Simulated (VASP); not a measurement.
# Si3Ge (I-42d) in VASP: elastic constants with PBE

Aim: the elastic constants of Si3Ge with PBE.

Program: VASP 6.6.1. These are calculated values, not measurements. Logs are shortened: lines on timing, memory, paths and dates and some standing lists are left out, and cuts for length are marked.

### Step 1. The crystal as given

Symmetry: I-42d, No. 122, tetragonal system. Conventional cell: a = 5.532 Å, b = 5.532 Å, c = 11.062 Å, α = 90.00°, β = 90.00°, γ = 90.00°. Si (site symmetry -4) is surrounded by 4 Si at 2.37 Å. Si (site symmetry 2) is surrounded by 2 Si at 2.37 Å and 2 Ge at 2.42 Å. Ge (site symmetry -4) has 4 Si at 2.42 Å as nearest neighbours.

The cell was built by a generator and needn't be a form met in nature.

### Step 2. Elastic constants, PBE

The input, POSCAR:

```
Si3Ge
1.0
   -2.7657700000      2.7657700000      5.5308800000
    2.7657700000     -2.7657700000      5.5308800000
    2.7657700000      2.7657700000     -5.5308800000
Si Ge
6 2
Direct
    0.5000000000      0.5000000000      0.0000000000
    0.6168780000      0.6250000000      0.4918780000
    0.1331220000      0.1250000000      0.5081220000
    0.2500000000      0.7500000000      0.5000000000
    0.8750000000      0.3831220000      0.0081220000
    0.3750000000      0.8668780000      0.9918780000
    0.0000000000      0.0000000000      0.0000000000
    0.7500000000      0.2500000000      0.5000000000
```

The input, INCAR.step1:

```
SYSTEM = Si3Ge
PREC = Accurate ; ENCUT = 520
EDIFF = 1E-8 ; ISMEAR = 0
SIGMA = 0.1 ; LREAL = .False.
LASPH = .True. ; NELM = 60
ALGO = Normal ; ISIF = 3
LWAVE = .False. ; LCHARG = .False.
GGA = PE ; KPAR = 8
IBRION = 2 ; NSW = 40
EDIFFG = -0.002
```

The input, INCAR.step2:

```
SYSTEM = Si3Ge
PREC = Accurate ; ENCUT = 520
EDIFF = 1E-8 ; ISMEAR = 0
SIGMA = 0.1 ; LREAL = .False.
LASPH = .True. ; NELM = 60
ALGO = Normal ; ISIF = 3
LWAVE = .False. ; LCHARG = .False.
GGA = PE ; KPAR = 8
IBRION = 6 ; NFREE = 2
POTIM = 0.015 ; NSW = 1
```

The input, KPOINTS:

```
Automatic mesh
0
Gamma
  6 6 6
  0 0 0
```

Potentials or basis: VASP PAW PBE potentials, release 64 (Si, Ge_d).

Started as:

```sh
> cat potpaw_PBE.64/Si/POTCAR potpaw_PBE.64/Ge_d/POTCAR > POTCAR
> cp INCAR.step1 INCAR
> mpirun -np 8 vasp_std > vasp.out
> cp CONTCAR POSCAR
> cp INCAR.step2 INCAR
> mpirun -np 8 vasp_std > vasp.out
```

OUTCAR:

```text
SYSTEM = Si3Ge
   PREC = Accurate
   ENCUT = 520
   EDIFF = 1E-8
   ISMEAR = 0
   LREAL = .False.
   LASPH = .True.
   NELM = 60
   ISIF = 3
   GGA = PE
   IBRION = 6
   NFREE = 2
   POTIM = 0.015
   NSW = 1

 ion  position               nearest neighbor table
   1  0.500  0.500  0.000-   3 2.37   5 2.37   6 2.37   2 2.37
   2  0.617  0.625  0.492-   4 2.37   1 2.37   8 2.42   7 2.42
   3  0.133  0.125  0.508-   1 2.37   4 2.37   7 2.42   8 2.42
   4  0.250  0.750  0.500-   2 2.37   3 2.37   5 2.37   6 2.37
   5  0.875  0.383  0.008-   1 2.37   4 2.37   8 2.42   7 2.42
   6  0.375  0.867  0.992-   1 2.37   4 2.37   7 2.42   8 2.42
   7  0.000  0.000  0.000-   3 2.42   6 2.42   5 2.42   2 2.42
   8  0.750  0.250  0.500-   5 2.42   2 2.42   3 2.42   6 2.42

  LATTYP: Found a body centered tetragonal cell.
 ALAT       =     5.5308790101
 C/A-ratio  =     1.9997571086

  Lattice vectors:

 A1 = (  -2.7654395050,   2.7654395050,   5.5302073086)
 A2 = (   2.7654395050,  -2.7654395050,   5.5302073086)
 A3 = (   2.7654395050,   2.7654395050,  -5.5302073086)

Analysis of symmetry for initial positions (statically):
=====================================================================
 Subroutine PRICEL returns:
 Original cell was already a primitive cell.

 Routine SETGRP: Setting up the symmetry group for a
 body centered tetragonal supercell.

 Subroutine GETGRP returns: Found  8 space group operations
 (whereof  4 operations were pure point group operations)
 out of a pool of 16 trial point group operations.

The static configuration has the point symmetry S_4 .
 The point group associated with its full space group is D_2d.

Analysis of symmetry for dynamics (positions and initial velocities):
=====================================================================
 Subroutine PRICEL returns:
 Original cell was already a primitive cell.

 Routine SETGRP: Setting up the symmetry group for a
 body centered tetragonal supercell.

 Subroutine GETGRP returns: Found  8 space group operations
 (whereof  4 operations were pure point group operations)
 out of a pool of 16 trial point group operations.

The dynamic configuration has the point symmetry S_4 .
 The point group associated with its full space group is D_2d.

 Subroutine INISYM returns: Found  8 space group operations
 (whereof  4 operations are pure point group operations),
 and found     1 'primitive' translations

----------------------------------------------------------------------------------------

                                     Primitive cell

  volume of cell :     169.1725

  direct lattice vectors                    reciprocal lattice vectors
    -2.765439505  2.765439505  5.530207309     0.000000000  0.180803087  0.090412524
     2.765439505 -2.765439505  5.530207309     0.180803087  0.000000000  0.090412524
     2.765439505  2.765439505 -5.530207309     0.180803087  0.180803087  0.000000000

  length of vectors
     6.773367271  6.773367271  6.773367271     0.202148908  0.202148908  0.255694178

  position of ions in fractional coordinates (direct lattice)
     0.500000000  0.500000000  0.000000000
     0.616845206  0.625000000  0.491845206
     0.133154794  0.125000000  0.508154794
     0.250000000  0.750000000  0.500000000
     0.875000000  0.383154794  0.008154794
     0.375000000  0.866845206  0.991845206
     0.000000000  0.000000000  0.000000000
     0.750000000  0.250000000  0.500000000

  ion indices of the primitive-cell ions
   primitive index   ion index
                 1           1
                 2           2
                 3           3
                 4           4
                 5           5
                 6           6
                 7           7
                 8           8

[... 100 lines left out ...]
   LEPSILON=     F    determine dielectric tensor
   LRPA    =     F    only Hartree local field effects (RPA)
 finite differences with symmetry
 non-spin polarized calculation
 Gauss-broadening in eV      SIGMA  =   0.10
  energy-cutoff  :      520.00
  volume of cell :      169.17
 maximum number of plane-waves:      4591
   NGX = 25   NGY = 25   NGZ = 25

--------------------------------------- Ionic step        1  -------------------------------------------

 number of electron      52.0000006 magnetization

 Free energy of the ion-electron system (eV)
  ---------------------------------------------------
  ext. energy  EPLUGINS =         0.00000000
  ---------------------------------------------------
  free energy    TOTEN  =       -41.48590870 eV

  energy without entropy =      -41.48590848  energy(sigma->0) =      -41.48590859

------------------------ aborting loop because EDIFF is reached ----------------------------------------

  FORCE on cell =-STRESS in cart. coord.  units (eV):
  Direction    XX          YY          ZZ          XY          YZ          ZX
  --------------------------------------------------------------------------------------
  -------------------------------------------------------------------------------------
  Total        0.0113661      0.0113661      0.0115295      0.0000000     -0.0000000      0.0000000
  in kB        0.1076449      0.1076449      0.1091917      0.0000000     -0.0000000      0.0000000
  external PRESSURE =       0.1081605 kB  Pullay stress =       0.0000000 kB
[... 107 lines left out ...]
  FREE ENERGIE OF THE ION-ELECTRON SYSTEM (eV)
  ---------------------------------------------------
  free  energy   TOTEN  =       -41.4686743074 eV

  energy  without entropy=      -41.4686723031  energy(sigma->0) =      -41.46867331

[... ionic steps 4 to 24 ...]

--------------------------------------- Ionic step       25  -------------------------------------------

 number of electron      52.0000003 magnetization

------------------------ aborting loop because EDIFF is reached ----------------------------------------
[... 79 lines left out ...]
--------------------------------------- Ionic step       27  -------------------------------------------

 number of electron      52.0000005 magnetization

 Free energy of the ion-electron system (eV)
  ---------------------------------------------------
  ext. energy  EPLUGINS =         0.00000000
  ---------------------------------------------------
  free energy    TOTEN  =       -41.48459476 eV

  energy without entropy =      -41.48459450  energy(sigma->0) =      -41.48459463

 E-fermi :   5.6616     XC(G=0):  -9.4616

 val. band max:        5.3778253864   @ k =   0.0000   0.0000   0.0000
 cond. band min:       5.9503848352   @ k =  -0.1667  -0.1667   0.1667
 fundamental gap:      0.5725594488
 Fermi energy:         5.6616124606

 k-point     1 :       0.0000    0.0000    0.0000
  band No.  band energies     occupation
      1     -18.8554      2.00000
      2     -18.8550      2.00000
      3     -18.8538      2.00000
      4     -18.8504      2.00000
      5     -18.8486      2.00000
      6     -18.8483      2.00000
[... 805 lines left out ...]
     30       7.4910      0.00000
     31       7.7413      0.00000

 [... further k-points ...]

------------------------ aborting loop because EDIFF is reached ----------------------------------------

  FORCE on cell =-STRESS in cart. coord.  units (eV):
  Direction    XX          YY          ZZ          XY          YZ          ZX
  --------------------------------------------------------------------------------------
  -------------------------------------------------------------------------------------
  Total        0.0103903      0.0202750      0.0121466      0.1247952      0.0000000      0.0000000
  in kB        0.0984028      0.1920178      0.1150364      1.1818948      0.0000000      0.0000000
  external PRESSURE =       0.1351523 kB  Pullay stress =       0.0000000 kB
[... 23 lines left out ...]
  FREE ENERGIE OF THE ION-ELECTRON SYSTEM (eV)
  ---------------------------------------------------
  free  energy   TOTEN  =       -41.4845947641 eV

  energy  without entropy=      -41.4845945019  energy(sigma->0) =      -41.48459463

 INTERNAL STRAIN TENSORS FROM STRAINED CELLS
 ============================================

 INTERNAL STRAIN TENSOR FOR ION    1 for displacements in x,y,z  (eV/Angst):
          X           Y           Z          XY          YZ          ZX
  --------------------------------------------------------------------------------
  x     0.00000     0.00000    -0.00000     0.00000    -8.77820    -0.34116
  y    -0.00000    -0.00000     0.00000    -0.00000     0.34119    -8.77818
  z    -0.42013     0.42033    -0.00000    -8.83432     0.00001    -0.00001

 INTERNAL STRAIN TENSORS FROM DISPLACED ATOMS
 ============================================

 INTERNAL STRAIN TENSOR FOR ION    1 for displacements in x,y,z  (eV/Angst):
          X           Y           Z          XY          YZ          ZX
  --------------------------------------------------------------------------------
  x     0.00000     0.00000     0.00000     0.00000    -8.79475    -0.34718
  y     0.00000     0.00000     0.00000     0.00000     0.34718    -8.79475
  z    -0.41787     0.41787     0.00000    -8.84852     0.00000     0.00000

 INTERNAL STRAIN TENSOR FOR ION    8 for displacements in x,y,z  (eV/Angst):
          X           Y           Z          XY          YZ          ZX
  --------------------------------------------------------------------------------
  x     0.00000     0.00000     0.00000     0.00000    -8.37808    -0.29456
  y     0.00000     0.00000     0.00000     0.00000     0.29456    -8.37809
  z    -0.32854     0.32854     0.00000    -8.31942     0.00000     0.00000

 Eigenvectors and eigenvalues of the dynamical matrix
 ----------------------------------------------------

   1 f  =   14.512904 THz    91.187262 2PiTHz  484.098354 cm-1    60.020519 meV
             X         Y         Z           dx          dy          dz
      0.000000  0.000000  5.530207     0.000000    0.000000   -0.484030
      1.382720  1.337617  4.147655    -0.191056    0.000000    0.305368
      1.382720  1.427823 -1.382552     0.191056   -0.000000    0.305368
      2.765440  0.000000  2.765104     0.000000    0.000000   -0.484030
     -1.337617  1.382720  6.912759     0.000000    0.191056    0.305368
      4.103056  1.382720  1.382552    -0.000000   -0.191056    0.305368
      0.000000  0.000000  0.000000    -0.000000    0.000000   -0.078812
      0.000000  2.765440  2.765104     0.000000    0.000000   -0.078812
[... 243 lines left out ...]
  24 f/i=    0.004663 THz     0.029297 2PiTHz    0.155535 cm-1     0.019284 meV
             X         Y         Z           dx          dy          dz
      0.000000  0.000000  5.530207     0.289002    0.078475    0.000000
      1.382720  1.337617  4.147655     0.288790    0.078460   -0.000233
      1.382720  1.427823 -1.382552     0.288790    0.078460    0.000233
      2.765440  0.000000  2.765104     0.289000    0.078482    0.000000
     -1.337617  1.382720  6.912759     0.288932    0.078421    0.000063
      4.103056  1.382720  1.382552     0.288932    0.078421   -0.000063
      0.000000  0.000000  0.000000     0.464040    0.125692    0.000000
      0.000000  2.765440  2.765104     0.463879    0.126285    0.000000

--------------------------------------------------------------------------------------------------------

 ELASTIC MODULI CONTR FROM IONIC RELAXATION (kBar)
 Direction    XX          YY          ZZ          XY          YZ          ZX
 --------------------------------------------------------------------------------
 XX          -0.7855      0.3134     -0.4758      0.0000      0.0000      0.0000
 YY           0.3134     -0.7855     -0.4758     -0.0000      0.0000     -0.0000
 ZZ          -0.4758     -0.4758     -0.9591     -0.0000      0.0000     -0.0000
 XY           0.0000     -0.0000     -0.0000   -224.7053      0.0000      0.0000
 YZ           0.0000      0.0000      0.0000     -0.0000   -225.2080      0.0000
 ZX          -0.0000     -0.0000     -0.0000      0.0000      0.0000   -225.2080
 --------------------------------------------------------------------------------

 TOTAL ELASTIC MODULI (kBar)
 Direction    XX          YY          ZZ          XY          YZ          ZX
 --------------------------------------------------------------------------------
 XX        1423.0621    513.7542    515.6337      0.0000      0.0000      0.0000
 YY         513.7542   1423.0621    515.6337     -0.0000      0.0000     -0.0000
 ZZ         515.6337    515.6337   1424.1055     -0.0000      0.0000     -0.0000
 XY           0.0000     -0.0000     -0.0000    715.0342      0.0000      0.0000
 YZ           0.0000      0.0000      0.0000     -0.0000    716.4452      0.0000
 ZX          -0.0000     -0.0000     -0.0000      0.0000      0.0000    716.4453
 --------------------------------------------------------------------------------
```

It took 16 min on 8 MPI ranks of Intel Xeon 6975P-C (Granite Rapids), shared host; peak memory 1 GiB.

Results:

- Elastic constants C11, C12, C44: 142, 51, 72 GPa
- Voigt bulk modulus: 82 GPa
- Highest phonon frequency at Γ, LO-TO splitting left out: 484 cm⁻¹

Phonon frequencies in cm⁻¹ (negative: imaginary):
| q point | frequencies |
| --- | --- |
| (0.000, 0.000, 0.000) | 0 0 0 114 114 153 166 178 178 263 263 311 335 335 364 364 384 395 431 431 436 477 477 484 |

Elastic tensor in Voigt notation (GPa, in the Cartesian axes of the cell as first typed):
```
142  51  52   0   0   0
 51 142  52   0   0   0
 52  52 142   0   0   0
  0   0   0  72   0   0
  0   0   0   0  72   0
  0   0   0   0   0  72
```

Clamped-ion elastic tensor (GPa):
```
142  51  52   0   0   0
 51 142  52   0   0   0
 52  52 143   0   0   0
  0   0   0  94   0   0
  0   0   0   0  94   0
  0   0   0   0   0  94
```
